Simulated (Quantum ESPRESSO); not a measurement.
The system is Cu.

```
Cu
1.0
     1.21846   -3.97638    0.00000
     1.21846    3.97638    0.00000
     0.00000    0.00000    2.47550
Cu
2
Direct
  0.86613 0.13387 0.75000
  0.13387 0.86613 0.25000
```

This isn't the form of Cu at room conditions, which is fcc.

- Program: Quantum ESPRESSO 7.5
- Task: single point
- Functional: PBE
- Potentials or basis: SSSP 1.3 efficiency PBE
- Cutoff: 748 eV
- Density cutoff: 5987 eV
- k mesh: 11 × 11 × 11
- Occupations: fermi-dirac, width 0.05 eV
- Spin: no spin polarisation

On this cell: pressure 6.2 GPa; largest force 0.049 eV/Å; band gap on the k mesh none (metal or under the smearing width).

The same run follows on a disturbed copy (atoms moved at random, drawn with an rms of 0.05 Å):

```
CELL_PARAMETERS angstrom
1.21846 -3.97638 0.00000
1.21846 3.97638 0.00000
0.00000 0.00000 2.47550
ATOMIC_POSITIONS crystal
Cu 0.87112 0.13331 0.73992
Cu 0.13504 0.88518 0.24696
```

Q: What changes?

A: The energy (extrapolated to zero smearing) moves by +16.5 meV/atom; pressure 6.3 GPa; largest force 0.760 eV/Å; band gap on the k mesh none (metal or under the smearing width).

Forces in eV/Å, atoms in the order of the input:
```
Cu   0.006  0.757  0.056
Cu  -0.006 -0.757 -0.056
```

Stress tensor (GPa, compression positive):
```
 4.05 -0.55  0.00
-0.55  7.76  0.18
 0.00  0.18  7.13
```
